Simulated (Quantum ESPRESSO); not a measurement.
## Sb and the effect of the dispersion correction

The cell as given:

It takes space group R-3m (No. 166, trigonal). Conventional cell: a = 4.308 Å, b = 4.308 Å, c = 11.274 Å, α = 90.00°, β = 90.00°, γ = 120.00°. Around Sb (site symmetry 3m) lie 3 Sb at 2.91 Å.

Kept alike: task relaxation of cell and atoms; functional PBEsol; k mesh 8 × 8 × 8; occupations fermi-dirac, width 0.05 eV; no spin polarisation. Program: Quantum ESPRESSO, GBRV 1.5 PBEsol, cutoff 612 eV. The mesh is that of the run's cell of 2 atoms. No spin-orbit coupling.

| dispersion correction | volume (Å³/atom) |
| --- | --- |
| D3(zero) | 29.328 |
| D3(BJ) | 28.375 |
| none | 29.734 |
| rVV10 | 28.502 |

The relaxations keep at least the cell's symmetry (R-3m). For a metal such a mesh leaves the last digits unconverged. Relaxations stop with a little pressure left, so the last digits of a volume or edge aren't settled.

Question: What does the dispersion correction change here?

Answer: The volume runs from 28.375 (D3(BJ)) to 29.734 Å³/atom (none). Against no correction: D3(zero) -1.4 %; D3(BJ) -4.6 %; rVV10 -4.1 %. Dispersion terms mostly attract and so lower the volume; the schemes' coefficients and damping set how far.

All three corrections contract antimony, D3(zero) only slightly, D3(BJ) and rVV10 by similar, larger amounts. The softest part of the structure probably takes up most of this. In the A7 structure, a Peierls-distorted simple cubic lattice, each atom has three short p-bonds within a puckered bilayer and three longer contacts to the next one. Those longer contacts aren't purely van der Waals: p-orbital overlap across the gap gives them partly covalent, partly metallic character, which a semilocal functional already describes in part.

The uncorrected volume is already below that of the given cell, which is close to the known room-temperature cell of antimony, and every correction widens the gap. Thermal expansion may explain some of the difference, but the larger contractions suggest that the added attraction partly double-counts bonding already present in PBEsol. The volumes therefore give no case for adding dispersion to this functional for antimony. They don't show how the contraction divides between the bilayers and the spacing between them.
